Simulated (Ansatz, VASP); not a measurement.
## One calculation of Re, two programs

```xyz
4
Lattice="2.7767 0.0000 0.0000 -1.3884 2.4047 0.0000 0.0000 0.0000 8.9505" Properties=species:S:1:pos:R:3 pbc="T T T"
Re    0.0000    0.0000    0.0000
Re    0.0000    1.6031    2.2376
Re    0.0000    0.0000    4.4753
Re    1.3884    0.8016    6.7129
```

Alike in both runs: functional PBE; k mesh 18 × 18 × 6; occupations gaussian, width 0.1 eV; no spin polarisation.

Ansatz relaxed the structure, and its values are those at the end. VASP's run is a single point on that final structure, the one shown.

|  | VASP | Ansatz |
| --- | --- | --- |
| version | VASP 6.6.1 | Ansatz 0.2.0 |
| potentials or method | VASP PAW PBE potentials, release 64 (Re) | scalar-relativistic, plane waves, PAW |
| plane-wave cutoff (eV) | 520 | 420 |
| valence electrons in the cell | 28 | 60 |

Ansatz gave:

| Item | Value |
| --- | --- |
| gap on the k mesh at the Fermi level (eV) | none |
| pressure (GPa) | 0.0 |

Which values does VASP return?

gap on the k mesh at the Fermi level (eV): none; pressure (GPa): -0.5.

A gap of «none» marks a metal or a gap that the smearing closes. With one functional, cell and mesh, what is left measures potentials, basis and numerics. The two sets of potentials don't hold the same shells in valence.

Spin-orbit coupling is left out, which matters for the levels of Re.
